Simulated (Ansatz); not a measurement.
I:

```
I
1.0
     3.63503   -2.39502    0.00000
     3.63503    2.39502    0.00000
     0.00000    0.00000    9.79344
I
4
Cartesian
  3.6350 -0.7152 3.7646
  3.6350 1.6799 1.1321
  3.6350 0.7152 6.0288
  3.6350 -1.6799 8.6613
```

Base run:

* Program: Ansatz 0.2.0
* Functional: r2SCAN0 form with a typed share of exact exchange
* Potentials or basis: Ansatz PAW
* Cutoff: 500 eV (not typed: the program's choice for these potentials)
* k mesh: 4 × 4 × 2
* Occupations: fermi-dirac, width 0.05 eV
* Spin: no spin polarisation

Its results: band gap on the k mesh 2.38 eV, indirect (least direct gap 2.60 eV); pressure 0.9 GPa; largest force 0.329 eV/Å.

**Question.** The run is repeated on the same cell with these changes: share of exact exchange from 0.15 to 0.1. What comes out?

**Answer.** Band gap on the k mesh 2.09 eV, indirect (least direct gap 2.29 eV); pressure 1.0 GPa; largest force 0.426 eV/Å.

Caveats: spin-orbit coupling is left out, which moves the levels of the heavy elements; the PAW data sets come from PBE, with cores solved anew for the run's functional, which leaves a small shift of forces and pressure; the thresholds are loose for stress.

A k mesh can miss the band edges.
